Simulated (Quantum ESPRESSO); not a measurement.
Crystal: Ga.

```xyz
1
Lattice="-1.3844 1.3844 2.3112 1.3844 -1.3844 2.3112 1.3844 1.3844 -2.3112" Properties=species:S:1:pos:R:3 pbc="T T T"
Ga    0.0000    0.0000    0.0000
```

This isn't the form of Ga at room conditions, which is orthorhombic.

```yaml
Program: Quantum ESPRESSO 7.5
Task: relaxation of cell and atoms
Functional: PBEsol
Dispersion: D4
Potentials_or_basis: GBRV 1.5 PBEsol
Cutoff: 762 eV
Density_cutoff: 6095 eV
k_mesh: 13 × 13 × 13
Occupations: fermi-dirac, width 0.05 eV
Spin: no spin polarisation
```

At the start: pressure -2.7 GPa; volume 17.72 Å³/atom.

Problem. How do energy, volume and symmetry change on relaxing?

Solution. Over 9 steps the energy falls by 7.1 meV/atom and the volume is 16.90 Å³/atom (-4.6 %); space group I4/mmm (No. 139, to 0.05 Å).

The path:
| step | energy change (eV) | largest force (eV/Å) | pressure (GPa) | volume (Å³) |
| --- | --- | --- | --- | --- |
| 1 | 0.0000 | 0.0000 | -2.75 | 17.72 |
| 2 | -0.0033 | 0.0000 | -2.07 | 17.49 |
| 3 | -0.0062 | 0.0000 | 0.49 | 16.83 |
| 4 | -0.0065 | 0.0000 | 0.00 | 16.95 |
| 5 | -0.0065 | 0.0000 | -0.03 | 16.95 |
| 6 | -0.0069 | 0.0000 | -0.07 | 16.95 |
| 7 | -0.0062 | 0.0000 | 0.17 | 16.91 |
| 8 | -0.0071 | 0.0000 | -0.21 | 16.94 |
| 9 | -0.0071 | 0.0000 | -0.08 | 16.90 |

Final structure:
```
Ga
1.0
     2.96236   -0.03892    0.00000
     0.44872    2.92844    0.00000
    -1.70554   -1.44476    1.94446
Ga
1
Direct
  0.00000 0.00000 0.00000
```

Caveat: pairwise dispersion overbinds metals, which lowers pressure and volume.
